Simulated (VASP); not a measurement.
Input of a VASP 6.6.1 run:

File INCAR:

```
PREC     = Accurate       # precision mode
ENCUT    = 520            # plane-wave cutoff, eV
EDIFF    = 1E-7           # SCF threshold, eV
ISMEAR   = -1             # smearing method
SIGMA    = 0.05           # smearing width, eV
LREAL    = F              # projectors in reciprocal space
LASPH    = T              # aspherical terms in the spheres
NELM     = 60             # most SCF steps
ALGO     = Normal         # electronic algorithm
ISIF     = 2              # what is computed and relaxed
LWAVE    = F              # write WAVECAR
LCHARG   = T              # write CHGCAR
GGA      = PE             # functional
LELF     = T              # ELF
LVHAR    = T            
NBANDS   = 12             # bands
```

KPOINTS

```
Automatic mesh
0
Gamma
  10 10 10
```

File POSCAR:

```
Zr
1.0
   -1.8442710000      1.8602350000      1.7745700000
    1.8791240000     -1.8714960000      1.8206840000
    1.7505400000      1.7777650000     -1.7858310000
Zr
1
Direct
    0.0223870000     -0.0039880000      0.0120070000
```

Potentials or basis: VASP PAW PBE potentials, release 64 (Zr_sv).

Command:

```console
$ cat potpaw_PBE.64/Zr_sv/POTCAR > POTCAR
$ mpirun -np 1 vasp_std > vasp.out
```

Question: What does it give for the band gap on the k mesh?

Answer: None (metal or under the smearing width).

Question: Estimate the pressure.

Answer: -3.3 GPa.

Stress tensor (GPa, compression positive):
```
-3.26  1.40 -0.59
 1.40 -3.27  0.35
-0.59  0.35 -3.42
```
